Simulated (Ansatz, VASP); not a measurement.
**Cu: VASP beside Ansatz**

Contents of INCAR:

```
SYSTEM = Cu
PREC     = Accurate       ! precision mode
ENCUT    = 520            ! plane-wave cutoff, eV
EDIFF    = 1E-8           ! SCF threshold, eV
ISMEAR   = -1             ! smearing method
SIGMA    = 0.08           ! smearing width, eV
LREAL    = .FALSE.        ! projectors in reciprocal space
LASPH    = .TRUE.         ! aspherical terms in the spheres
NELM     = 100            ! most SCF steps
ALGO     = Normal         ! electronic algorithm
ISIF     = 2              ! what is computed and relaxed
LWAVE    = .FALSE.        ! write WAVECAR
LCHARG   = .FALSE.        ! write CHGCAR
GGA      = PS             ! functional
LEFG     = .TRUE.       
NBANDS   = 12             ! bands
```

KPOINTS

```
Automatic mesh
0
G
  19 19 19
  0 0 0
```

File POSCAR:

```
Cu
1.0
   -0.0180750000      1.7984625000      1.7984625000
    1.7984625000     -0.0180750000      1.7984625000
    1.7984625000      1.7984625000     -0.0180750000
Cu
1
Direct
    0.0000000000      0.0000000000      0.0000000000
```

Input for Ansatz:

```yaml
crystal:
  lattice:
    - [-0.018075, 1.7984625, 1.7984625]
    - [1.7984625, -0.018075, 1.7984625]
    - [1.7984625, 1.7984625, -0.018075]
  atoms:
    - { symbol: Cu, position: [0.0, 0.0, 0.0] }
kpoints:
  mp_grid: { grid: [19, 19, 19] }
scf:
  occupations: { method: fermi_dirac, width: 0.08 }
hamiltonian:
  xc: pbesol
  pseudopotentials: { kind: all_electron, datasets: crystal }
output:
  forces: true
  stress: true
  eigenvalues: true
  efg: { contact_densities: true }
```

Change from the starting cell: equal xy, yz and zx shear strains of -1 %, crystal datasets.

Alike in both runs: task electric field gradients; functional PBEsol; k mesh 19 × 19 × 19; occupations fermi-dirac, width 0.08 eV; no spin polarisation.

```csv
,VASP,Ansatz
version,VASP 6.6.1,Ansatz 0.2.0
potentials or method,"VASP PAW PBE potentials, release 64 (Cu)","all-electron PAW with datasets made for the crystal, scalar-relativistic"
plane-wave cutoff (eV),520,see its input
```

Ansatz gave:

| Property | Result |
| --- | --- |
| pressure (GPa) | -6.5 |
| largest component of the traceless stress (GPa) | 0.70 |
| Vzz of the field gradient on the site that differs most (V/Å²) | -0.1 |

Problem. What did VASP give for the same quantities?

Solution. Pressure (GPa): -5.8; largest component of the traceless stress (GPa): 0.69; Vzz of the field gradient on the site that differs most (V/Å²): -0.5.

Ansatz ran all-electron here, so the differences hold the error of VASP's frozen core and of both bases.

Caveats: the PAW data sets were made with another functional, which shifts forces and pressure a little (VASP).
